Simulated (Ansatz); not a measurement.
# Si2W: band structure with PBE

Crystal: Si2W.

```xyz
3
Lattice="-1.6069 1.6069 3.9150 1.6069 -1.6069 3.9150 1.6069 1.6069 -3.9150" Properties=species:S:1:pos:R:3 pbc="T T T"
W     0.0000    0.0000    0.0000
Si    0.0000    0.0000    5.2092
Si    0.0000    0.0000    2.6207
```

```
Program             : Ansatz 0.2.0
Task                : band structure
Functional          : PBE
Potentials or basis : all-electron LAPW, scalar-relativistic
Cutoff              : 218 eV (chosen from the basis error)
Basis error allowed : 0.002 eV/atom
k mesh              : 12 × 12 × 12
Occupations         : fermi-dirac, width 0.05 eV
Spin                : no spin polarisation
```

| Property | Result |
| --- | --- |
| Pressure | 3.3 GPa |
| Largest force | 0.073 eV/Å |
| Band gap along the path | none (metal or under the smearing width) |

Forces on the atoms (eV/Å):
```
W    0.000  0.000  0.000
Si   0.000  0.000  0.073
Si   0.000  0.000 -0.073
```

Stress tensor (GPa, compression positive):
```
3.08 0.00 0.00
0.00 3.08 0.00
0.00 0.00 3.65
```

Levels at the corners of the path, in eV from the Fermi level:
```tsv
point	band 27	band 28	band 29	band 30	band 31	band 32	band 33	band 34	band 35	band 36
Γ	-3.75	-3.34	-2.86	-2.86	0.59	2.74	2.93	3.06	3.06	4.61
X	-6.01	-5.50	-5.03	-3.27	-1.77	2.79	2.96	3.11	3.89	4.31
Y	-5.91	-5.14	-4.09	-3.13	-2.33	1.96	2.12	3.02	5.13	5.32
S	-7.78	-3.07	-2.72	-2.48	-0.34	1.78	2.51	3.53	4.39	4.48
Γ	-3.75	-3.34	-2.86	-2.86	0.59	2.74	2.93	3.06	3.06	4.61
Z	-3.86	-2.59	-0.85	-0.85	-0.52	-0.52	0.77	4.49	4.87	6.14
S1	-7.78	-3.07	-2.72	-2.48	-0.34	1.78	2.51	3.53	4.39	4.48
N	-5.76	-4.87	-2.82	-2.78	-0.45	2.69	2.78	3.93	4.41	5.09
```

Wall time 37 s on 2 threads of Arm Neoverse V1, on a shared host, peak memory 0.67 GiB.

Caveat: spin-orbit coupling is left out, which moves the levels of the heavy elements.
